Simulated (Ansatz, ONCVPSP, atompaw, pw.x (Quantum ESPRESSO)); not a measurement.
Which Zr potential is closest to all-electron in the fcc crystal?

All use PBE, scalar-relativistic, no spin, cutoffs from each file’s atomic test, pw.x 7.5; 13³ k-points, Fermi–Dirac smearing 0.01 Ry. Δ is the rms difference from all-electron LAPW of the E(V) curves that follow from fits to the pressures, over ±6 % in volume. Mesh and smearing are coarse and serve the comparison alone. The files are a selection: those with a ghost or negative overlap were mostly not run, and those with noisy or unconverged pressures or nearly equal Δ are left out.

All-electron: a0 = 4.534 Å (V0 = 23.31 Å³/atom), B0 = 89.0 GPa.

Question: Rank them by Δ, smallest first.
A. optimised norm-conserving Vanderbilt (ONCV), ONCVPSP 4.0.1, PBE; core [Kr], reference 4d2 5s2; waves: 5s: rc 3.20 bohr, ncon 4, nbas 7, qcut 2 1/bohr, 2 projectors, debl 0.9 Ha; p scattering state at 0.36 Ha: rc 2.90 bohr, ncon 4, nbas 7, qcut 3 1/bohr, 1 projector; 4d: rc 2.85 bohr, ncon 3, nbas 8, qcut 5.1 1/bohr, 2 projectors, debl 0.5 Ha; local part: polynomial inside 2.80 bohr (lpopt 5, dvloc0 6 Ha); core correction: Teter function, fcfact 5, rcfact 1.05. In the p channel the program set the typed energies aside and used 0.050 Ha.
B. optimised norm-conserving Vanderbilt (ONCV), ONCVPSP 4.0.1, PBE; core [Ar] 3d10, reference 4s2 4p6 4d2 5s2; waves: 4s+5s: rc 1.95 bohr, ncon 3, nbas 6, qcut 6.4 1/bohr, 2 projectors; 4p: rc 2.10 bohr, ncon 4, nbas 8, qcut 8 1/bohr, 1 projector; 4d: rc 2.65 bohr, ncon 5, nbas 10, qcut 6.6 1/bohr, 2 projectors, debl 1.6 Ha; local part: polynomial inside 1.90 bohr (lpopt 5, dvloc0 2 Ha); core correction: Teter function fitted to the true core (icmod 2), fcfact 0.55.
C. PAW, atompaw 4.2.0.5, PBE; core [Ar] 3d10, reference 4s2 4p6 4d2 5s2 5p0; waves: 4s (bound): rc 2.25 bohr; 5s (bound): rc 1.60 bohr; 4p (bound): rc 1.80 bohr; 5p (bound, empty): rc 2.50 bohr; 4d (bound): rc 2.20 bohr; 4d channel at 0.25 Ry: rc 2.20 bohr; local part: bessel scheme, radius 1.80 bohr; core correction: smooth core density matched at 1.95 bohr; augmentation: besselshape compensation charge, radius 2.10 bohr; PAW radius 2.50 bohr; waves and projectors: custom polynom gramschmidtortho.

Answer: C (1.5 meV/atom), B (2.3 meV/atom), A (12.3 meV/atom).
